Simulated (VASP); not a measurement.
# InAs: single point with PBE

**Measured values to compare with.**

From a printed reference work, data compilation, for a bulk crystal of InAs at 4.2 K: band gap 0.418 eV (direct).

Crystal: InAs.

```xyz
2
Lattice="0.0000 3.0180 3.0180 3.0180 0.0000 3.0180 3.0180 3.0180 0.0000" Properties=species:S:1:pos:R:3 pbc="T T T"
In    0.0000    0.0000    0.0000
As    4.5270    4.5270    4.5270
```

```
Program             : VASP 6.6.1
Task                : single point
Functional          : PBE
Potentials or basis : VASP PAW PBE potentials, release 64 (In_d_GW, As_GW)
Cutoff              : 550 eV
k mesh              : 8 × 8 × 8
Occupations         : gaussian, width 0.1 eV
Spin                : no spin polarisation
```

- Pressure: 4.3 GPa
- Band gap on the k mesh: none (metal or under the smearing width)

Levels at points of the mesh, in eV from the Fermi level:
```tsv
k point	band 5	band 6	band 7	band 8	band 9	band 10	band 11	band 12	band 13	band 14
(0.00, 0.00, 0.00)	-14.32	-11.93	-0.21	-0.03	-0.03	-0.03	3.88	3.88	3.88	7.50
(0.50, 0.00, 0.00)	-14.31	-10.44	-5.82	-1.03	-1.03	0.93	4.65	4.65	6.83	9.03
(0.50, 0.50, 0.00)	-14.30	-9.90	-5.89	-2.37	-2.37	1.51	2.03	9.18	9.27	9.27
```

Wall time 44 s on 1 thread of Intel(R) Xeon(R) Platinum 8488C (Sapphire Rapids), on a shared host, peak memory 0.22 GiB.

A measured gap of InAs is 0.418 eV (direct; 4.2 K; a printed reference work, data compilation); the calculated 0.00 eV misses it by -0.42 eV. Spin-orbit coupling on As, In is left out. The value is that of PBE on a finite k mesh, which can miss the band edges, without temperature or zero-point motion. Semilocal functionals fall short of measured gaps as a rule.

Caveat: this crystal is a semiconductor, whose small gap the functional closes, so the metal is an error of the method.
